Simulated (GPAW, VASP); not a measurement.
Given: the input of a run of VASP 6.6.1 on BN. The cell is a database's computed one, not the measured one.

File INCAR:

```
PREC = Accurate
ENCUT = 520
EDIFF = 1E-7
ISMEAR = 0
SIGMA = 0.014
LREAL = F
LASPH = T
NELM = 60
ALGO = Normal
ISIF = 2
LWAVE = F
LCHARG = T
GGA = PE
LELF = T
LVHAR = T
```

File KPOINTS:

```
regular mesh
0
Gamma
  13 13 13
```

Contents of POSCAR:

```
BN
1.0
    0.0000000000      1.8130010000      1.8130010000
    1.8130010000      0.0000000000      1.8130010000
    1.8130010000      1.8130010000      0.0000000000
N B
1 1
Direct
    0.2500000000      0.2500000000      0.2500000000
    0.0000000000      0.0000000000      0.0000000000
```

Potentials or basis: VASP PAW PBE potentials, release 64 (N, B).

Command:

```sh
$ cat potpaw_PBE.64/N/POTCAR potpaw_PBE.64/B/POTCAR > POTCAR
$ mpirun -np 1 vasp_std > vasp.out
```

Question: What does the same run look like in GPAW 26.7.0 (ASE script)? Potentials or basis there: GPAW PAW data sets (gpaw-data 1.2.1), cutoff 800 eV.

Answer: As run (cutoffs and basis follow the program's own potentials, and thresholds, step limits or extra output files can differ):

Contents of run.py:

```python
from ase import Atoms
from ase.dft.bandgap import bandgap
from ase.io import write
from ase.units import GPa
from gpaw import GPAW, PW

atoms = Atoms(['N', 'B'],
              cell=[[0.0, 1.813001, 1.813001],
                    [1.813001, 0.0, 1.813001],
                    [1.813001, 1.813001, 0.0]],
              scaled_positions=[[0.25, 0.25, 0.25],
                                [0.0, 0.0, 0.0]],
              pbc=True)

calc = GPAW(mode=PW(800),
            xc='PBE',
            kpts={'size': (13, 13, 13), 'gamma': True},
            occupations={'name': 'methfessel-paxton', 'order': 0, 'width': 0.014},
            nbands=11,
            convergence={'density': 1e-05, 'energy': 1e-05},
            maxiter=150,
            txt='gpaw.txt')
atoms.calc = calc
energy = atoms.get_potential_energy()
forces = atoms.get_forces()
stress = atoms.get_stress()
calc.write('gs.gpw')
write('result.traj', atoms)
print(f'Energy: {energy:.6f} eV')
print('Forces (eV/A):')
print(forces.round(4))
print('Stress (GPa):', (stress / GPa).round(3))
print('Fermi level:', round(calc.get_fermi_level(), 4), 'eV')
print(f'Gap: {bandgap(calc)[0]:.4f} eV, direct: {bandgap(calc, direct=True)[0]:.4f} eV')
```

Potentials or basis: GPAW PAW data sets (gpaw-data 1.2.1), pw.

Run with:

```console
$ OMP_NUM_THREADS=1 python run.py
```

Both were run:

|  | VASP | GPAW |
| --- | --- | --- |
| Pressure | -0.2 GPa | -1.6 GPa |

Pressure is positive in compression.
